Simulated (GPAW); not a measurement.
Runs of GPAW 26.7.0 on As. The structure is trigonal, space group R-3m (No. 166). The conventional cell has a = 3.762 Å, b = 3.762 Å, c = 10.542 Å, α = 90.00°, β = 90.00°, γ = 120.00°. Around As (site symmetry 3m) lie 3 As at 2.51 Å. 

```tsv
task	level	potentials or basis	cell	k mesh	cutoff (eV)	maxiter	hybrids on these orbitals	symmetry	oneshot functional	ranks	mesh quality	gap on the mesh (eV)	pressure (GPa)	relaxed volume (Å³/atom)	largest force (eV/Å)
one-shot levels of the hybrid HSE06	PBE	GPAW PAW data sets (gpaw-data 1.2.1), pw	as given	4 × 4 × 4	500	150	["HSE06", "YS-PBE0", "B3LYP"]	point_group=False	HSE06	-	coarse	0.09	(b)	-	0.13
single point	PBE0	GPAW PAW data sets (gpaw-data 1.2.1), pw	as given	3 × 3 × 3	500	60	-	point_group=False	-	4	coarse	2.20	-	-	0.22
relaxation of cell and atoms	r2SCAN	GPAW PAW data sets (gpaw-data 1.2.1), pw	relaxed	6 × 6 × 6	600	150	-	-	-	-	not flagged	none	0.0	22.05	0.03
relaxation of cell and atoms	PBEsol+D3	PAW data sets generated in the run's folder for this functional, pw	relaxed	6 × 6 × 6	600	150	-	-	-	-	not flagged	none	-0.1	20.66	0.01
single point	HSE06	GPAW PAW data sets (gpaw-data 1.2.1), pw	as given	3 × 3 × 3	500	60	-	point_group=False	-	4	coarse	1.61	-	-	(a)
```

Alike in all rows: no spin polarisation; smearing fermi-dirac 0.05 eV.

Problem. Estimate the missing entries.

Solution. (a) 0.20; (b) 3.9.

Caveats: some runs use coarse meshes; the PAW data sets were made with another functional, which shifts forces and pressure a little (some runs); exact exchange converges slowly with the k mesh, and this mesh is small (some runs); an odd mesh through Γ misses points on the zone boundary, where band edges often lie (some runs); later steps reuse the first step's grids (some runs); the cutoff is short for stress and forces, so pressures can be off by a GPa or more (some runs); energy and the plain gap are those of the semilocal run (some runs); the hybrids' values are one shot on its orbitals and mesh (some runs).

A k mesh can miss the band edges, and the runs leave out spin-orbit coupling on As.

A gap of «none» marks a metal or a gap under the smearing width.
